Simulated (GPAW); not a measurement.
# SiNi3 (Pm-3m) in GPAW: equation of state with LDA

Aim: the equation of state of SiNi3 with LDA.

Everything below comes from runs of GPAW 26.7.0. Logs are shortened: lines on timing, memory, paths and dates and some standing lists are left out, and cuts for length are marked. The log counts tension as positive stress, the text compression.

### Step 1. The structure

It takes space group Pm-3m (No. 221, cubic). Conventional cell: a = 3.542 Å, b = 3.542 Å, c = 3.542 Å, α = 90.00°, β = 90.00°, γ = 90.00°. Ni (site symmetry 4/mmm) is surrounded by 8 Ni at 2.50 Å and 4 Si at 2.50 Å. Si (site symmetry m-3m) is surrounded by 12 Ni at 2.50 Å.

### Step 2. Equation of state, LDA, collinear spin, ferromagnetic start

Input file run.py:

```python
from ase import Atoms
from ase.eos import EquationOfState
from ase.io import Trajectory
from ase.units import GPa
from gpaw import GPAW, PW

atoms = Atoms(['Ni', 'Ni', 'Ni', 'Si'],
              cell=[[3.542, 0.0, 0.0],
                    [0.0, 3.542, 0.0],
                    [0.0, 0.0, 3.542]],
              scaled_positions=[[0.5, 0.5, 0.0],
                                [0.5, 0.0, 0.5],
                                [0.0, 0.5, 0.5],
                                [0.0, 0.0, 0.0]],
              pbc=True)
atoms.set_initial_magnetic_moments([1.0, 1.0, 1.0, 0.0])

traj = Trajectory('eos.traj', 'w')
volumes, energies = [], []
for x in [0.94, 0.96, 0.98, 1.0, 1.02, 1.04, 1.06]:
    a = atoms.copy()
    a.set_cell(atoms.cell * x**(1 / 3), scale_atoms=True)
    calc = GPAW(mode=PW(600),
                xc='LDA',
                kpts={'size': (6, 6, 6), 'gamma': True},
                occupations={'name': 'fermi-dirac', 'width': 0.05},
                nbands=45,
                convergence={'density': 1e-05, 'energy': 1e-05},
                maxiter=150,
                txt=f'eos-{x:.2f}.txt')
    a.calc = calc
    energies.append(a.get_potential_energy(force_consistent=True))
    volumes.append(a.get_volume())
    p = -a.get_stress()[:3].mean() / GPa
    calc.write(f'eos-{x:.2f}.gpw')
    traj.write(a)
    print(f'{x:.2f} {volumes[-1]:10.4f} A^3 {energies[-1]:14.6f} eV {p:9.3f} GPa', flush=True)

v0, e0, B = EquationOfState(volumes, energies, eos='birchmurnaghan').fit()
print(f'V0 = {v0:.4f} A^3, E0 = {e0:.6f} eV, B0 = {B / GPa:.2f} GPa')
```

Potentials or basis: the program's PAW data sets (release 1.2.1) made for this functional, pw.

The run is started by

```console
$ OMP_NUM_THREADS=1 python run.py
```

Output:

```text
__  _  _
 | _ |_)|_||  |
 |__||  | ||/\| - 26.7.0

Input parameters:
  mode=PW(ecut=600.0),
  convergence={'density': 1e-05, 'energy': 1e-05},
  kpts=MonkhorstPack(size=(6, 6, 6), gamma=True),
  maxiter=150,
  nbands=45,
  occupations=Occupations(name='fermi-dirac', width=0.05),
  xc=XC(name='LDA')

Diagonalizing LCAO Hamiltonian
Converting LCAO to pw mode
   .--------.
  /|        |
 * |        |
 |Ni        |
 | .-Ni-----.
 |/    Ni  /
 Si-------*

Atoms  # Å, Bohr magnetons
|   | symbol |        x |        y |        z |    initial magnetic moments |
|---|--------|----------|----------|----------|-----------------------------|
| 0 |     Ni | 1.734847 | 1.734847 | 0.000000 | ( 0.0000,  0.0000,  1.0000) |
| 1 |     Ni | 1.734847 | 0.000000 | 1.734847 | ( 0.0000,  0.0000,  1.0000) |
| 2 |     Ni | 0.000000 | 1.734847 | 1.734847 | ( 0.0000,  0.0000,  1.0000) |
| 3 |     Si | 0.000000 | 0.000000 | 0.000000 | ( 0.0000,  0.0000,  0.0000) |

Unit cell  # Å
| periodic |        x |        y |        z |  lengths |    angles |
|----------|----------|----------|----------|----------|-----------|
|      yes | 3.469694 | 0.000000 | 0.000000 | 3.469694 | 90.000000 |
|      yes | 0.000000 | 3.469694 | 0.000000 | 3.469694 | 90.000000 |
|      yes | 0.000000 | 0.000000 | 3.469694 | 3.469694 | 90.000000 |

Number of symmetries: 48
Symmetry operations  # r_c * U_cc + t_c -> r_c
|    | kind |            matrix            |
|----|------|------------------------------|
|  0 |  E   |  1, 0, 0,  0, 1, 0,  0, 0, 1 |
|  1 |  σ   |  1, 0, 0,  0, 1, 0,  0, 0,-1 |
|  2 |  σ   |  1, 0, 0,  0, 0, 1,  0, 1, 0 |
|  3 |  C4  |  1, 0, 0,  0, 0, 1,  0,-1, 0 |
|  4 |  C4  |  1, 0, 0,  0, 0,-1,  0, 1, 0 |
|  5 |  σ   |  1, 0, 0,  0, 0,-1,  0,-1, 0 |
|  6 |  σ   |  1, 0, 0,  0,-1, 0,  0, 0, 1 |
|  7 |  C2  |  1, 0, 0,  0,-1, 0,  0, 0,-1 |
|  8 |  σ   |  0, 1, 0,  1, 0, 0,  0, 0, 1 |
|  9 |  C2  |  0, 1, 0,  1, 0, 0,  0, 0,-1 |
| 10 |  C3  |  0, 1, 0,  0, 0, 1,  1, 0, 0 |
| 11 |  S6  |  0, 1, 0,  0, 0, 1, -1, 0, 0 |
| 12 |  S6  |  0, 1, 0,  0, 0,-1,  1, 0, 0 |
| 13 |  C3  |  0, 1, 0,  0, 0,-1, -1, 0, 0 |
| 14 |  C4  |  0, 1, 0, -1, 0, 0,  0, 0, 1 |
| 15 |  S4  |  0, 1, 0, -1, 0, 0,  0, 0,-1 |
| 16 |  C3  |  0, 0, 1,  1, 0, 0,  0, 1, 0 |
| 17 |  S6  |  0, 0, 1,  1, 0, 0,  0,-1, 0 |
| 18 |  σ   |  0, 0, 1,  0, 1, 0,  1, 0, 0 |
| 19 |  C4  |  0, 0, 1,  0, 1, 0, -1, 0, 0 |
| 20 |  C2  |  0, 0, 1,  0,-1, 0,  1, 0, 0 |
| 21 |  S4  |  0, 0, 1,  0,-1, 0, -1, 0, 0 |
| 22 |  S6  |  0, 0, 1, -1, 0, 0,  0, 1, 0 |
| 23 |  C3  |  0, 0, 1, -1, 0, 0,  0,-1, 0 |
| 24 |  S6  |  0, 0,-1,  1, 0, 0,  0, 1, 0 |
| 25 |  C3  |  0, 0,-1,  1, 0, 0,  0,-1, 0 |
| 26 |  C4  |  0, 0,-1,  0, 1, 0,  1, 0, 0 |
| 27 |  σ   |  0, 0,-1,  0, 1, 0, -1, 0, 0 |
| 28 |  S4  |  0, 0,-1,  0,-1, 0,  1, 0, 0 |
| 29 |  C2  |  0, 0,-1,  0,-1, 0, -1, 0, 0 |
| 30 |  C3  |  0, 0,-1, -1, 0, 0,  0, 1, 0 |
| 31 |  S6  |  0, 0,-1, -1, 0, 0,  0,-1, 0 |
| 32 |  C4  |  0,-1, 0,  1, 0, 0,  0, 0, 1 |
| 33 |  S4  |  0,-1, 0,  1, 0, 0,  0, 0,-1 |
| 34 |  S6  |  0,-1, 0,  0, 0, 1,  1, 0, 0 |
| 35 |  C3  |  0,-1, 0,  0, 0, 1, -1, 0, 0 |
| 36 |  C3  |  0,-1, 0,  0, 0,-1,  1, 0, 0 |
[... 95 lines left out ...]
      filter: 1.86  # [Å]
      core: 2.06  # [Å]
    projectors
    | kind |    occ | energy [eV] | rcut [Å] |
    |------|--------|-------------|----------|
    |   3s |  2.000 |     -10.878 |    1.058 |
    |   3p |  2.000 |      -4.162 |    1.058 |
    |    s |        |      16.334 |    1.058 |
    |    p |        |      23.049 |    1.058 |
    |    d |        |       0.000 |    1.058 |

    Using partial waves for Si as LCAO basis

Reference energy: -131760.500793  # eV

eigensolver:
  PPCG
  Converge bands: occupied
  niter=2

density mixing:
  MSR1-Mixer
  Pratt-step length: 0.05
  Maximum mixing coefficient: 0.75
  Old densities: 10
  SVD Regularization: 0.005
  Good broyden scale: 1.0
  Trust region scale: 1.0
  Backstep threshold: 4.0
  History deletion threshold: 6.0
  Fourier metric: weight=20.0, sigma=0.015

occupation numbers:
  Fermi-Dirac:
    width: 0.0500  # eV

poisson solver:
  ecut: 4800.0  # eV

xc functional:
  name: None

convergence criteria:
- Maximum integral of absolute [dens]ity change: 1e-05 electrons / valence electron
- Maximum [total energy] change in last 3 cyles: 1e-05 eV / valence electron
- Maximum integral of absolute [eigenst]ate change: 4e-08 eV^2 / valence electron
maximum number of iterations: 150

SCF iterations
|iter     | |      energy | eigst |  dens |  magmom |
|---------|-|-------------|-------|-------|---------|
|iter:   1| |  -32.798074 | +0.67 |       |  +3.0030|
|iter:   2| |  -32.956668 | -1.20 | -1.10 |  +2.8835|
|iter:   3| |  -33.116557 | -2.90 | -1.19 |  +2.2275|
|iter:   4| |  -33.251033 | -2.63 | -1.27 |  +1.1704|
|iter:   5| |  -33.339660 | -3.39 | -1.67 |  +0.4954|
|iter:   6| |  -33.362841 | -3.65 | -2.01 |  -0.0421|
|iter:   7| |  -33.365111 | -4.51 | -2.26 |  -0.0207|
|iter:   8| |  -33.365023 | -4.90 | -2.56 |  -0.0126|
|iter:   9| |  -33.365007c| -6.69 | -3.36 |  -0.0036|
|iter:  10| |  -33.365007c| -7.84c| -4.00 |  -0.0005|
|iter:  11| |  -33.365007c| -9.22c| -4.71 |  -0.0002|
|iter:  12| |  -33.365007c| -8.58c| -5.26c|  +0.0000|

Converged in 12 steps
Energy contributions relative to reference atoms: (reference = -131760.500793)

Energy contributions:
  Kinetic:          23.026036
  Coulomb:         -14.153650
  Zero:              0.084650
  External:          0.000000
  Xc:              -42.315361
  Entropy:          -0.013364
  Spinorbit:         0.000000
  ----------------------------
  Free energy:     -33.371689
  Extrapolated:    -33.365007

dipole moment: (-14.658147, -14.658147, -14.658147)  # |e|*Ang

Total magnetic moment: (0.000000, 0.000000, 0.000008)

Local magnetic moments
|        x |        y |         z |
|----------|----------|-----------|
| 0.000000 | 0.000000 |  0.000006 |  # Ni   0
| 0.000000 | 0.000000 |  0.000006 |  # Ni   1
| 0.000000 | 0.000000 |  0.000006 |  # Ni   2
| 0.000000 | 0.000000 | -0.000001 |  # Si   3

Fermi level: 9.891
Eigenvalues  # (at kpt = [0.000, 0.000, 0.000])
| band index |      eig [eV] | occ [0-1] |      eig [eV] | occ [0-1] |
|------------|---------------|-----------|---------------|-----------|
|          0 |       -53.521 |     1.000 |       -53.521 |     1.000 |
|        ... |               |           |               |           |
|         17 |         8.195 |     1.000 |         8.195 |     1.000 |
|         18 |         8.195 |     1.000 |         8.195 |     1.000 |
|         19 |         8.844 |     1.000 |         8.844 |     1.000 |
|         20 |         8.844 |     1.000 |         8.844 |     1.000 |
|         21 |         8.844 |     1.000 |         8.844 |     1.000 |
|         22 |         9.222 |     1.000 |         9.222 |     1.000 |
[... 8 lines left out ...]
|         31 |        20.459 |     0.000 |        20.459 |     0.000 |
|         32 |        20.459 |     0.000 |        20.459 |     0.000 |
|        ... |               |           |               |           |
|         44 |        35.655 |     0.000 |        35.655 |     0.000 |

No gap
No difference between direct/indirect transitions

Stress tensor  # eV/Ang^3
|        x |        y |        z |
|----------|----------|----------|
| 0.040474 | 0.000000 | 0.000000 |
| 0.000000 | 0.040474 | 0.000000 |
| 0.000000 | 0.000000 | 0.040474 |

# Writing to eos-0.94.gpw (mode='')
```

stdout:

```text
0.94    41.7709 A^3     -33.371689 eV    -6.485 GPa
0.96    42.6596 A^3     -33.322942 eV   -11.068 GPa
0.98    43.5484 A^3     -33.250278 eV   -15.107 GPa
1.00    44.4371 A^3     -33.156591 eV   -18.663 GPa
1.02    45.3258 A^3     -33.044379 eV   -21.790 GPa
1.04    46.2146 A^3     -32.915901 eV   -24.535 GPa
1.06    47.1033 A^3     -32.773154 eV   -26.939 GPa
<dir> UserWarning: The minimum volume of your fit is not in your volumes.  You may not have a minimum in your dataset!
  warnings.warn(
V0 = 40.6877 A^3, E0 = -33.394036 eV, B0 = 261.34 GPa
```

Wall time 6.4 min (1 thread of Arm Neoverse V2, shared host); peak memory 0.36 GiB.

Results:

```yaml
Equilibrium_volume: "10.17 Å³/atom (rough: see the caveat)"
Bulk_modulus: 261 GPa (rough)
```

Energy against volume, from the lowest point:
| volume (Å³/atom) | energy (meV/atom) |
| --- | --- |
| 10.443 | 0.00 |
| 10.665 | 12.19 |
| 10.887 | 30.35 |
| 11.109 | 53.77 |
| 11.331 | 81.83 |
| 11.554 | 113.95 |
| 11.776 | 149.63 |

Caveat: the minimum lies outside the volumes run; the stock nickel data set gives pressures a few GPa off other programs.
